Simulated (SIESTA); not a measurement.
**Sb in SIESTA: the effect of functional**

Sb:

```
Sb
1.0
     2.15420    1.24373    3.75800
    -2.15420    1.24373    3.75800
     0.00000   -2.48746    3.75800
Sb
2
Cartesian
  0.0000 0.0000 8.6416
  0.0000 0.0000 2.6324
```

Alike in all runs:

```yaml
Program: SIESTA 5.4.2
Task: band structure
Basis: DZP (energy shift 0.003 Ry; two zetas on semicore shells)
Grid_cutoff: 500 Ry
Energy_shift: 0.003 Ry
k_mesh: 8 × 8 × 8
Occupations: fermi-dirac, width 0.05 eV
Spin: no spin polarisation
```

```csv
functional,potentials or basis,pressure (GPa),largest force (eV/Å)
AM05,PseudoDojo 0.4 standard (PBEsol files),0.9,0.28
BLYP,PseudoDojo 0.4 standard (PBE files),?,?
vdW-DF-cx,PseudoDojo 0.4 standard (PBE files),1.9,0.35
```

Task: What does the run with functional BLYP give?

Result: Pressure 7.9 GPa; largest force 0.36 eV/Å.

Caveats: the potentials were made for another functional, which shifts forces and pressure; the basis of atomic orbitals isn't converged, which shifts pressures, moduli and gaps.

Runs at the PBE level aren't shown here.
